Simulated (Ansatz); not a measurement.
Here is an Ansatz 0.2.0 calculation.

input.yaml

```yaml
crystal:
  lattice:
    - [3.249308, 0.0, 0.0]
    - [-1.624654, 2.8139832727, 0.0]
    - [0.0, 0.0, 5.205709]
  atoms:
    - { symbol: Zn, position: [0.6666666667, 0.3333333333, 0.0] }
    - { symbol: Zn, position: [0.3333333333, 0.6666666667, 0.5] }
    - { symbol: O, position: [0.3333333333, 0.6666666667, 0.87901] }
    - { symbol: O, position: [0.6666666667, 0.3333333333, 0.37901] }
hamiltonian:
  xc: rpbe
  pseudopotentials: { kind: paw }
  dispersion: d4
kpoints:
  mp_grid: { grid: [9, 9, 5] }
scf:
  occupations: { method: fermi_dirac, width: 0.05 }
output:
  forces: true
  stress: true
relax:
  f_tol: 0.01
  max_steps: 40
  cell: { stress_tol: 0.05 }
```

Potentials or basis: Ansatz PAW.

Run with:

```console
$ ansatz run input.yaml --threads 2 --pin off --max-ram 5632MiB --backend cpu --events-out ev --progress --plain --runs-dir out
```

(1) Estimate the space group after relaxing (to 0.05 Å).

(2) Predict the relaxed cell.

## Answers

(1) P6_3mc (No. 186).

(2) a = 3.258 Å, b = 3.258 Å, c = 5.251 Å, α = 90.00°, β = 90.00°, γ = 120.00°.
